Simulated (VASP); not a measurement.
C:

```
C
1.0
     0.00000    1.77745    1.77745
     1.77745    0.00000    1.77745
     1.77745    1.77745    0.00000
C
2
Direct
  0.50000 0.50000 0.50000
  0.75000 0.75000 0.75000
```

This isn't the form of C at room conditions, which is graphite.

Base run:

```yaml
Program: VASP 6.6.1
Functional: r2SCAN
Potentials_or_basis: VASP PAW PBE potentials, release 64 (C)
Cutoff: 520 eV
k_mesh: 12 × 12 × 12
Occupations: gaussian, width 0.02 eV
Spin: no spin polarisation
```

Its results: band gap on the k mesh 4.37 eV, indirect (least direct gap 5.86 eV); pressure 3.2 GPa.

Question: The run is repeated on the same cell with these changes: functional from r2SCAN to PBEsol; cutoff from 520 eV to 700 eV. What comes out?

Answer: Band gap on the k mesh 4.06 eV, indirect (least direct gap 5.57 eV); pressure -0.2 GPa.

r2SCAN gives the wider gap, since meta-GGAs in the generalised Kohn-Sham scheme recover part of the derivative discontinuity.

Caveats: the PAW data sets were made with another functional, which shifts forces and pressure a little.

A k mesh can miss the band edges.
